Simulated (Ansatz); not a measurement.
Runs of Ansatz 0.2.0 on InAs. It takes space group F-43m (No. 216, cubic). The conventional cell has a = 6.036 Å, b = 6.036 Å, c = 6.036 Å, α = 90.00°, β = 90.00°, γ = 90.00°. Around In (site symmetry -43m) lie 4 As at 2.61 Å. Around As (site symmetry -43m) lie 4 In at 2.61 Å. 

```csv
task,level,spin,cell,k mesh,cutoff (eV),smearing,points for each segment of the path,other keys,gap on the mesh (eV),pressure (GPa),largest force (eV/Å)
ladder of functionals,PBE+D3(BJ)-ATM,off,"atoms moved at random, drawn with an rms of 0.02 Å",6 × 6 × 6,420,methfessel-paxton 0.1 eV,-,-,0.04,2.5,0.30
single point,PBE,off,"atoms moved at random, drawn with an rms of 0.05 Å",8 × 8 × 8,420,fermi-dirac 0.05 eV,-,-,none,4.3,0.17
band structure,r2SCAN,"SOC, no magnetisation",as given,8 × 8 × 8,500,methfessel-paxton 0.1 eV,14,hamiltonian.xc = r2scan,0.17,(a),-
single point,PBE,off,as given,8 × 8 × 8,420,fermi-dirac 0.05 eV,-,-,none,4.3,-
```

Alike in all rows: potentials or basis Ansatz PAW.

Task: Fill in the values left out.

Result: (a) 2.2.

Caveats: spin-orbit coupling is left out, which moves the levels of the heavy elements (some runs); the PAW data sets come from PBE, with cores solved anew for the run's functional, which leaves a small shift of forces and pressure (some runs); this crystal is a semiconductor, whose small gap the functional closes, so the metal is an error of the method (some runs).

A k mesh can miss the band edges, and rows without SOC leave out spin-orbit coupling on As, In.

A gap of «none» marks a metal or a gap under the smearing width.
